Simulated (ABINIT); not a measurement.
# Au (Fm-3m) in ABINIT: notebook

The runs below take Au through single point, with LDA, r2SCAN, PBEsol.

Program: ABINIT 10.8.3 (patched build). These are calculated values, not measurements. Logs are shortened: lines on timing, memory, paths and dates and some standing lists are left out, and cuts for length are marked. The log counts tension as positive stress, the text compression.

### 1 The structure

The structure is cubic, space group Fm-3m (No. 225). Conventional cell: a = 4.070 Å, b = 4.070 Å, c = 4.070 Å, α = 90.00°, β = 90.00°, γ = 90.00°. Au (site symmetry m-3m) has 12 Au at 2.88 Å as nearest neighbours.

### 2 Single point, LDA

The input, run.abi:

```
# Pseudopotentials
pp_dirpath "./"
pseudos "Au.LDA_PW-JTH.xml"

# Structure
acell 2.8779245994 2.8779245994 2.8779245994 Angstrom
rprim
     0.0000000000     0.7071067812     0.7071067812
     0.7071067812     0.0000000000     0.7071067812
     0.7071067812     0.7071067812     0.0000000000
ntypat 1
znucl 79
natom 1
typat 1
xred
     0.0000000000     0.0000000000     0.0000000000

# Plane-wave basis
ecut 25.0
pawecutdg 47.0

# k points
kptopt 1
ngkpt 14 14 14
nshiftk 1
shiftk 0.0 0.0 0.0

# Exchange and correlation
ixc 7

# Bands and occupations
nband 10
occopt 3
tsmear 0.05 eV

# SCF cycle
nstep 100
tolvrs 1.0e-9

# Output
iomode 3
prtwf 0
prteig 0
prtebands 0
enunit 1
prtden 1
prtvha 1
prtvclmb 1
prtpot 1
```

Potentials or basis: JTH PAW LDA v2.0.

Started as:

```console
> abinit run.abi > log 2>&1
```

run.abo:

```text
.Version 10.8.3 of ABINIT
 Symmetries : space group Fm -3 m (#225); Bravais cF (face-center cubic)
================================================================================
 Values of the parameters that define the memory need of the present run
     intxc =       0    ionmov =       0      iscf =      17    lmnmax =      18
     lnmax =       6     mgfft =      27  mpssoang =       3    mqgrid =    3001
     natom =       1  nloc_mem =       2    nspden =       1   nspinor =       1
    nsppol =       1      nsym =      48    n1xccc =       1    ntypat =       1
    occopt =       3   xclevel =       1
       mpw =         692          nfft =       19683          nkpt =         104
 PAW method is used; the additional fine FFT grid is defined by:
   mgfftf=        36    nfftf =     46656
================================================================================
================================================================================

--------------------------------------------------------------------------------
------------- Echo of variables that govern the present computation ------------
--------------------------------------------------------------------------------
 -outvars: echo values of preprocessed input variables --------
            acell      5.4384893039E+00  5.4384893039E+00  5.4384893039E+00 Bohr
              amu      1.96966540E+02
             ecut      2.50000000E+01 Hartree
           enunit           1
                       outvar_i_n : Printing only first  50 k-points.
              ixc           7
                       outvar_i_n : Printing only first  50 k-points.
         kptrlatt       14    0    0      0   14    0      0    0   14
          kptrlen      7.61388503E+01
            natom           1
            nband          10
            ngfft          27      27      27
          ngfftdg          36      36      36
             nkpt         104
            nstep         100
             nsym          48
           ntypat           1
                       prtocc : prtvol=0, do not print more k-points.
           occopt           3
        pawecutdg      4.70000000E+01 Hartree
        prtebands           0
           prteig           0
           prtpot           1
         prtvclmb           1
           prtvha           1
            prtwf           0
            rprim      0.0000000000E+00  7.0710678120E-01  7.0710678120E-01
                       7.0710678120E-01  0.0000000000E+00  7.0710678120E-01
                       7.0710678120E-01  7.0710678120E-01  0.0000000000E+00
          spgroup         225
           tolvrs      1.00000000E-09
           tsmear      1.83746611E-03 Hartree
            typat      1
           useylm           1
                       outvars : Printing only first  50 k-points.
            znucl       79.00000

================================================================================

 chkinp: Checking input parameters for consistency.

================================================================================
== DATASET  1 ==================================================================

--- !DatasetInfo
iteration_state: {dtset: 1, }
dimensions: {natom: 1, nkpt: 104, mband: 10, nsppol: 1, nspinor: 1, nspden: 1, mpw: 692, }
cutoff_energies: {ecut:  25.0, pawecutdg:  47.0, }
electrons: {nelect:   1.10000000E+01, charge:   0.00000000E+00, occopt:   3.00000000E+00, tsmear:   1.83746611E-03, }
meta: {optdriver: 0, ionmov: 0, optcell: 0, iscf: 17, paral_kgb: 0, }
...

 Exchange-correlation functional for the present dataset will be:
  LDA: Perdew-Wang 92 LSD fit to Ceperley-Alder data - ixc=7
  J.P.Perdew and Y.Wang, PRB 45, 13244 (1992)

 Real(R)+Recip(G) space primitive vectors, cartesian coordinates (Bohr,Bohr^-1):
 R(1)=  0.0000000  3.8455927  3.8455927  G(1)= -0.1300190  0.1300190  0.1300190
 R(2)=  3.8455927  0.0000000  3.8455927  G(2)=  0.1300190 -0.1300190  0.1300190
 R(3)=  3.8455927  3.8455927  0.0000000  G(3)=  0.1300190  0.1300190 -0.1300190
 Unit cell volume ucvol=  1.1374173E+02 bohr^3
 Angles (23,13,12)=  6.00000000E+01  6.00000000E+01  6.00000000E+01 degrees

 Coarse grid specifications (used for wave-functions):

 getcut: wavevector=  0.0000  0.0000  0.0000  ngfft=  27  27  27
         ecut(hartree)=     25.000   => boxcut(ratio)=   2.12717

 Fine grid specifications (used for densities):

 getcut: wavevector=  0.0000  0.0000  0.0000  ngfft=  36  36  36
         ecut(hartree)=     47.000   => boxcut(ratio)=   2.14492

--- Pseudopotential description ------------------------------------------------
- pspini: atom type   1  psp file is ./Au.LDA_PW-JTH.xml
 Pseudopotential format is: paw10
 basis_size (lnmax)=  6 (lmn_size= 18), orbitals=   0   0   1   1   2   2
 Spheres core radius: rc_sph= 2.50869560
 Shapefunction is SIN type: shapef(r)=[sin(pi*r/rshp)/(pi*r/rshp)]**2
 Radius for shape functions =  2.26305713
 Compensation charge density is not taken into account in XC energy/potential

   3.74278742E+02                                ecore*ucvol(ha*bohr**3)
--------------------------------------------------------------------------------

[... 7 lines left out ...]

     iter   Etot(hartree)      deltaE(h)  residm     nres2
 ETOT  1  -34.144581417055    -3.414E+01 7.431E-01 1.882E+01
 ETOT  2  -34.388681749420    -2.441E-01 1.556E-01 2.090E+01
 ETOT  3  -34.330504972757     5.818E-02 1.737E-02 4.590E+00
 ETOT  4  -34.323460332102     7.045E-03 1.176E-02 3.699E-01
 ETOT  5  -34.325456310257    -1.996E-03 5.614E-03 8.028E-02
 ETOT  6  -34.325824170846    -3.679E-04 3.396E-03 1.137E-02
 ETOT  7  -34.325861430446    -3.726E-05 4.131E-03 6.692E-03
 ETOT  8  -34.325912519611    -5.109E-05 4.413E-03 2.861E-03
 ETOT  9  -34.325911768576     7.510E-07 5.329E-03 3.880E-04
 ETOT 10  -34.325911302360     4.662E-07 5.048E-03 7.803E-05
 ETOT 11  -34.325911987043    -6.847E-07 5.771E-03 4.712E-04
 ETOT 12  -34.325911776077     2.110E-07 4.417E-03 1.956E-04
 ETOT 13  -34.325911533084     2.430E-07 2.523E-03 1.747E-06
 ETOT 14  -34.325911583927    -5.084E-08 2.337E-03 2.136E-07
 ETOT 15  -34.325911590979    -7.051E-09 5.291E-04 2.365E-06
 ETOT 16  -34.325911589223     1.756E-09 7.513E-04 2.930E-07
 ETOT 17  -34.325911588972     2.506E-10 1.759E-04 2.380E-08
 ETOT 18  -34.325911589048    -7.589E-11 2.810E-04 6.875E-09
 ETOT 19  -34.325911589045     3.524E-12 6.012E-05 1.093E-10

 At SCF step   19       nres2   =  1.09E-10 < tolvrs=  1.00E-09 =>converged.

 Cartesian components of stress tensor (hartree/bohr^3)
  sigma(1 1)=  9.83882554E-05  sigma(3 2)=  0.00000000E+00
  sigma(2 2)=  9.83882554E-05  sigma(3 1)=  0.00000000E+00
  sigma(3 3)=  9.83882554E-05  sigma(2 1)=  0.00000000E+00

--- !ResultsGS
iteration_state: {dtset: 1, }
comment   : Summary of ground state results
lattice_vectors:
- [  0.0000000,   3.8455927,   3.8455927, ]
- [  3.8455927,   0.0000000,   3.8455927, ]
- [  3.8455927,   3.8455927,   0.0000000, ]
lattice_lengths: [   5.43849,    5.43849,    5.43849, ]
lattice_angles: [ 60.000,  60.000,  60.000, ] # degrees, (23, 13, 12)
lattice_volume:   1.1374173E+02
convergence: {deltae:  3.524E-12, res2:  1.093E-10, residm:  6.012E-05, diffor: null, }
etotal    :  -3.43259116E+01
entropy   :   0.00000000E+00
fermie    :   2.85150996E-01
cartesian_stress_tensor: # hartree/bohr^3
- [  9.83882554E-05,   0.00000000E+00,   0.00000000E+00, ]
- [  0.00000000E+00,   9.83882554E-05,   0.00000000E+00, ]
- [  0.00000000E+00,   0.00000000E+00,   9.83882554E-05, ]
pressure_GPa:  -2.8947E+00
xred      :
- [  0.0000E+00,   0.0000E+00,   0.0000E+00, Au]
cartesian_forces: # hartree/bohr
- [ -0.00000000E+00,  -0.00000000E+00,  -0.00000000E+00, ]
force_length_stats: {min:   0.00000000E+00, max:   0.00000000E+00, mean:   0.00000000E+00, }
...

 Integrated electronic density in atomic spheres:
 ------------------------------------------------
 Atom  Sphere_radius  Integrated_density
    1        2.50870          9.50479617

================================================================================

 ----iterations are completed or convergence reached----

 Mean square residual over all n,k,spin=   22.403E-08; max=  60.122E-06
 reduced coordinates (array xred) for    1 atoms
       0.000000000000      0.000000000000      0.000000000000
 rms dE/dt=  0.0000E+00; max dE/dt=  0.0000E+00; dE/dt below (all hartree)
    1       0.000000000000      0.000000000000      0.000000000000

 cartesian coordinates (angstrom) at end:
    1      0.00000000000000     0.00000000000000     0.00000000000000

 cartesian forces (hartree/bohr) at end:
    1     -0.00000000000000    -0.00000000000000    -0.00000000000000
 frms,max,avg= 0.0000000E+00 0.0000000E+00   0.000E+00  0.000E+00  0.000E+00 h/b

 cartesian forces (eV/Angstrom) at end:
    1     -0.00000000000000    -0.00000000000000    -0.00000000000000
 frms,max,avg= 0.0000000E+00 0.0000000E+00   0.000E+00  0.000E+00  0.000E+00 e/A
 length scales=  5.438489303879  5.438489303879  5.438489303879 bohr
              =  2.877924599400  2.877924599400  2.877924599400 angstroms
 Fermi (or HOMO) energy (eV) =   7.75935   Average Vxc (eV)= -12.02068
 Eigenvalues (   eV  ) for nkpt= 104  k points:
 kpt#   1, nband= 10, wtk=  0.00036, kpt=  0.0000  0.0000  0.0000 (reduced coord)
  -2.24839    3.07339    3.07339    3.07339    4.64091    4.64091   22.99576   26.88985
  26.88985   26.88985
 prteigrs : prtvol=0 or 1, do not print more k-points.

--- !EnergyTerms
iteration_state     : {dtset: 1, }
comment             : Components of total free energy in Hartree
kinetic             :  9.27700298983228E+00
hartree             :  3.55790215730172E+00
xc                  : -3.00328756473957E+00
Ewald energy        : -3.60652023702125E+01
psp_core            :  3.29060173571027E+00
local_psp           : -1.36150957973928E+01
PAW spherical_terms :  2.23226221684487E+00
internal            : -3.43258166326558E+01
'-kT*entropy'       : -8.70322521993286E-05
total_energy        : -3.43259036649080E+01
total_energy_eV     : -9.34055422868146E+02
...

--- !EnergyTermsDC
iteration_state     : {dtset: 1, }
comment             : '"Double-counting" decomposition of free energy'
band_energy         :  1.42587820723732E+00
Ewald energy        : -3.60652023702125E+01
psp_core            :  3.29060173571027E+00
xc_dc               : -2.97891922966750E+00
PAW spherical_terms :  1.81710014012371E-03
internal            : -3.43258245567923E+01
'-kT*entropy'       : -8.70322521993286E-05
total_energy_dc     : -3.43259115890445E+01
total_energy_dc_eV  : -9.34055638494886E+02
...

--- !EnergyTermsWithPAWCore
iteration_state     : {dtset: 1, }
comment             : 'Components of total free energy, including PAW core contributions'
Total energy        : -1.90015289160542E+04
Total energy DC     : -1.90015289239784E+04
Total energy (eV)   : -5.17057942598928E+05
Total energy DC (eV): -5.17057942814555E+05
...

 Cartesian components of stress tensor (hartree/bohr^3)
  sigma(1 1)=  9.83882554E-05  sigma(3 2)=  0.00000000E+00
  sigma(2 2)=  9.83882554E-05  sigma(3 1)=  0.00000000E+00
  sigma(3 3)=  9.83882554E-05  sigma(2 1)=  0.00000000E+00

-Cartesian components of stress tensor (GPa)         [Pressure= -2.8947E+00 GPa]
- sigma(1 1)=  2.89468241E+00  sigma(3 2)=  0.00000000E+00
- sigma(2 2)=  2.89468241E+00  sigma(3 1)=  0.00000000E+00
- sigma(3 3)=  2.89468241E+00  sigma(2 1)=  0.00000000E+00

== END DATASET(S) ==============================================================
================================================================================

 -outvars: echo values of variables after computation  --------
            acell      5.4384893039E+00  5.4384893039E+00  5.4384893039E+00 Bohr
           etotal     -3.4325911589E+01
            fcart     -0.0000000000E+00 -0.0000000000E+00 -0.0000000000E+00
            rprim      0.0000000000E+00  7.0710678120E-01  7.0710678120E-01
                       7.0710678120E-01  0.0000000000E+00  7.0710678120E-01
                       7.0710678120E-01  7.0710678120E-01  0.0000000000E+00
           strten      9.8388255374E-05  9.8388255374E-05  9.8388255374E-05
                       0.0000000000E+00  0.0000000000E+00  0.0000000000E+00
 Calculation completed.
```

It took 28 s on 1 thread of Arm Neoverse V2, shared host; peak memory 0.11 GiB.

What came out:

```
Free energy                                           : -934.0556 eV
Pressure                                              : -2.9 GPa
Band gap on the k mesh                                : none (metal or under the smearing width)
Valence electrons inside the program's atomic spheres : Au 9.50 (radii [1.3275] Å)
```

The run has no spin-orbit coupling, so splittings on Au are missing.

[end of part 1 of 2]
